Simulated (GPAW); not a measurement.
Wanted: an ASE script for a GPAW 26.7.0 run.

```yaml
Task: single point
Functional: PBE
Potentials_or_basis: GPAW PAW data sets (gpaw-data 1.2.1)
Cutoff: 800 eV
Basis: pw
k_mesh: 12 × 12 × 12
Occupations: gaussian, width 0.02 eV
Spin: collinear spin, ferromagnetic start
Starting_moments: "[2.0, 0.0] μB"
Maxiter: 150
```

The system is CoO.

```xyz
2
Lattice="-1.5080 1.5080 2.1072 1.5080 -1.5080 2.1072 1.5080 1.5080 -2.1072" Properties=species:S:1:pos:R:3 pbc="T T T"
Co    0.0000    0.0000    0.0000
O     0.0000    0.0000    2.1072
```

The input as run:

run.py

```python
from ase import Atoms
from ase.dft.bandgap import bandgap
from ase.io import write
from ase.units import GPa
from gpaw import GPAW, PW

atoms = Atoms(['Co', 'O'],
              cell=[[-1.508, 1.508, 2.1072475377],
                    [1.508, -1.508, 2.1072475377],
                    [1.508, 1.508, -2.1072475377]],
              scaled_positions=[[0.0, 0.0, 0.0],
                                [0.5, 0.5, 0.0]],
              pbc=True)
atoms.set_initial_magnetic_moments([2.0, 0.0])

calc = GPAW(mode=PW(800),
            xc='PBE',
            kpts={'size': (12, 12, 12), 'gamma': True},
            occupations={'name': 'methfessel-paxton', 'order': 0, 'width': 0.02},
            nbands=17,
            convergence={'density': 1e-05, 'energy': 1e-05},
            maxiter=150,
            txt='gpaw.txt')
atoms.calc = calc
energy = atoms.get_potential_energy()
forces = atoms.get_forces()
stress = atoms.get_stress()
calc.write('gs.gpw')
write('result.traj', atoms)
print(f'Energy: {energy:.6f} eV')
print('Forces (eV/A):')
print(forces.round(4))
print('Stress (GPa):', (stress / GPa).round(3))
print('Moments:', calc.get_magnetic_moments().round(3))
print('Fermi level:', round(calc.get_fermi_level(), 4), 'eV')
print(f'Gap: {bandgap(calc)[0]:.4f} eV, direct: {bandgap(calc, direct=True)[0]:.4f} eV')
```

Potentials or basis: GPAW PAW data sets (gpaw-data 1.2.1), pw.

The run is started by

```sh
$ OMP_NUM_THREADS=1 python run.py
```

Results of the run:

```
Pressure               : 0.6 GPa
Band gap on the k mesh : none (metal or under the smearing width)
Net moment             : 2.95 μB per cell
Site moments           : Co +2.54; O +0.24 μB
```

Caveat: a cell with one magnetic atom can't hold antiferromagnetic order, which such compounds often take; semilocal functionals often make such compounds metallic where correlation or magnetic order opens a gap, which also shifts bond lengths.

It took 110 s on 1 thread of Arm Neoverse V2 (shared host), peak memory 0.27 GiB.
